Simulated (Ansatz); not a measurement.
A (101) slab of WC (P-6m2 (No. 187)), 12 planes, outer planes C (top) and W (bottom), with 12 atoms (W6C6) in a surface cell of A = 11.129 Å², as cut from the bulk:

```xyz
12
Lattice="2.9218 0.0000 0.0000 -1.4609 3.8090 0.0000 0.0000 0.0000 24.7718" Properties=species:S:1:pos:R:3 pbc="T T T"
W     1.4609    1.6809    7.5000
C     0.0000    0.0566    7.8152
W     0.0000    3.3618    9.3913
C     1.4609    1.7375    9.7065
W     0.0000    1.2337   11.2826
C     0.0000    3.4184   11.5979
W     1.4609    2.9146   13.1740
C     0.0000    1.2903   13.4892
W     1.4609    0.7866   15.0653
C     1.4609    2.9712   15.3805
W     0.0000    2.4675   16.9566
C     1.4609    0.8431   17.2718
```

Computed with DFT PBE, scalar-relativistic, plane waves, PAW (Ansatz). Settings: cutoff 420 eV, Γ-centred mesh 13×9×1 on the computed 12-atom cell, Gaussian smearing of 0.10 eV; no spin polarisation. A dipole correction removes the field between periodic images along c.

Against the same 12 atoms in the bulk, the slab as cut lies 5.518 eV higher and the relaxed slab 5.280 eV higher.

(1) Work out the surface energy before and after relaxation.

(2) What is the ideal work of this cut, per area?

Answers

(1) The slab has two faces, so γ = (E_slab − N·E_bulk)/(2A), the mean of both. As cut: 5.518/(2 × 11.129) = 0.2479 eV/Å², and 1 eV/Å² = 16.02 J/m², so γ = 3.97 J/m². Relaxed: 5.280/(2 × 11.129) = 0.2372 eV/Å² = 3.80 J/m². Relaxation recovers 4 % of the cost of cutting.

(2) Griffith's ideal work is 2γ: 7.94 J/m² if the new faces stay rigid, 7.60 J/m² if they relax. Other cuts parallel to this plane can cost less. One thickness was run, 12 planes, so γ can still shift with it.